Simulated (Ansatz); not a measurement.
**MnS (Cmc2_1): equation of state**

The task here is to estimate one member of a computed series from the others.

The COD entry's cell or inner coordinates are ideal or old and differ from later refinements, so a difference from it is no clean test against experiment.

Program: Ansatz 0.2.0. Level of theory: DFT PBE, scalar-relativistic, plane waves, PAW. These are calculated values, not measurements.

## Starting point

The structure is orthorhombic, space group Cmc2_1 (No. 36). Conventional cell: a = 3.901 Å, b = 6.639 Å, c = 6.391 Å, α = 90.00°, β = 90.00°, γ = 90.00°. Mn (site symmetry m) has 4 S at 2.37 to 2.38 Å as nearest neighbours. S (site symmetry m) has 4 Mn at 2.37 to 2.38 Å as nearest neighbours.

Structure file:

```
Mn S
1.0
    -3.90109    0.00000    0.00000
     0.00000    0.00000   -6.39068
     0.00000   -6.63863    0.00000
Mn S
4 4
Direct
  0.00000 0.99370 0.67005
  0.50000 0.49370 0.82995
  0.50000 0.99370 0.17005
  0.00000 0.49370 0.32995
  0.00000 0.62130 0.66485
  0.50000 0.12130 0.83515
  0.50000 0.62130 0.16485
  0.00000 0.12130 0.33515
```

This cell comes from an earlier session at PBE: 20.688 Å³/atom at 0.02 GPa, on a 6×4×4 mesh. The large moments point both ways and cancel.

Volume factors to run: 0.980, 1.020, 0.960, 1.040.

The first run:

input.yaml reads:

```yaml
crystal:
  lattice:
    - [-3.8749052048, 0.0, 0.0]
    - [0.0, 0.0, -6.3477842924]
    - [0.0, -6.5940694515, 0.0]
  atoms:
    - { symbol: Mn, position: [0.0, -0.0063007071, -0.3299527094], spin: 4.24 }
    - { symbol: Mn, position: [-0.5, -0.5063026039, -0.1700467797], spin: -4.24 }
    - { symbol: S, position: [0.0, -0.3786979565, -0.3351529117] }
    - { symbol: S, position: [-0.5, -0.8786987325, -0.1648470593] }
    - { symbol: Mn, position: [0.5, -0.0063026039, 0.1700467797], spin: -4.24 }
    - { symbol: Mn, position: [0.0, -0.5063007071, 0.3299527094], spin: 4.24 }
    - { symbol: S, position: [0.5, -0.3786987325, 0.1648470593] }
    - { symbol: S, position: [0.0, -0.8786979565, 0.3351529117] }
basis:
  ecutwfc: 420
  ecutrho_ratio: 4
kpoints:
  mp_grid: { grid: [6, 4, 4] }
hamiltonian:
  xc: pbe
scf:
  occupations: { method: gaussian, width: 0.05 }
output:
  forces: true
  stress: true
  eigenvalues: true
  populations: true
magnetization:
  spin_polarized: true
relax:
  f_tol: 0.01
  max_steps: 40
  cell: { stress_tol: 0.1, fix: [volume] }
```

Started as:

```sh
> ansatz run input.yaml --threads 2 --pin off --max-ram 5120MiB --backend cpu --events-out ev --progress --plain --runs-dir out
```

Among the steps run: Volume × 0.980; Scaling the volume by 1.020; At 0.960 of the relaxed volume; At 1.040 of the relaxed volume.

One table of the session follows, with a row left open; its other results are not shown here.

It belongs to the step «The fit». 

| volume (Å³/atom) | energy (meV/atom) | pressure (GPa) | gap (eV) | moment of atom 1 (μB) |
| --- | --- | --- | --- | --- |
| 19.861 | 5.82 | 2.33 | 1.35 | 3.76 |
| 20.274 | ? | ? | ? | ? |
| 20.688 | 0.00 | 0.02 | 1.47 | 3.86 |
| 21.102 | 1.32 | -1.03 | 1.53 | 3.90 |
| 21.516 | 5.23 | -1.98 | 1.57 | 3.94 |

Q: Estimate the row for volume (Å³/atom) = 20.274 from the others.

Worked estimate for «energy (meV/atom)». A straight line through the neighbours (19.861, 5.82) and (20.688, 0.00) gives 5.82 + (0.00 − 5.82) × (20.274 − 19.861) / (20.688 − 19.861) = 2.91; a parabola fitted to 3 rows on both sides gives 1.50.

**Answer.** energy (meV/atom): 1.41; pressure (GPa): 1.11; gap (eV): 1.41; moment of atom 1 (μB): 3.81. In «energy (meV/atom)» the line misses by +1.50 and the parabola by +0.09.

To keep in mind: Warnings in the runs' records: stability check not made.
